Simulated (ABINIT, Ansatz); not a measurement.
**NaI and the functional, program beside program**

Symmetry: Fm-3m, No. 225, cubic system. Conventional cell: a = 6.473 Å, b = 6.473 Å, c = 6.473 Å, α = 90.00°, β = 90.00°, γ = 90.00°. I (site symmetry m-3m) has 6 Na at 3.24 Å as nearest neighbours. Around Na (site symmetry m-3m) lie 6 I at 3.24 Å.

Kept alike: task band structure; k mesh 7 × 7 × 7; occupations fermi-dirac, width 0.05 eV; no spin polarisation. The mesh is that of the run's cell of 2 atoms. No spin-orbit coupling.

- A: ABINIT; JTH PAW LDA v2.0 (LDA); JTH PAW PBE v2.0 (PBE); PseudoDojo NC SR PBEsol v0.4.1 standard (PBEsol), cutoff 1088 to 1197 eV
- B: Ansatz, all-electron LAPW, scalar-relativistic

| functional | A: pressure (GPa) | B: pressure (GPa) |
| --- | --- | --- |
| LDA | -1.60 | -1.63 |
| PBE | 0.46 | 0.43 |
| PBEsol | -0.53 | -0.50 |

Pressure is positive in compression; plane-wave values hold the error of the finite cutoff.

How large is the effect of the functional, and do the programs agree on it?

From LDA to PBE the pressure moves by +2.06 in A, +2.06 in B (GPa). Row by row the programs differ by 0.03 to 0.03, and over this span the shifts, as printed, agree within 1 %. Shifts from LDA: PBE +2.06, +2.06; PBEsol +1.07, +1.13; the programs' shifts differ by up to 0.06.
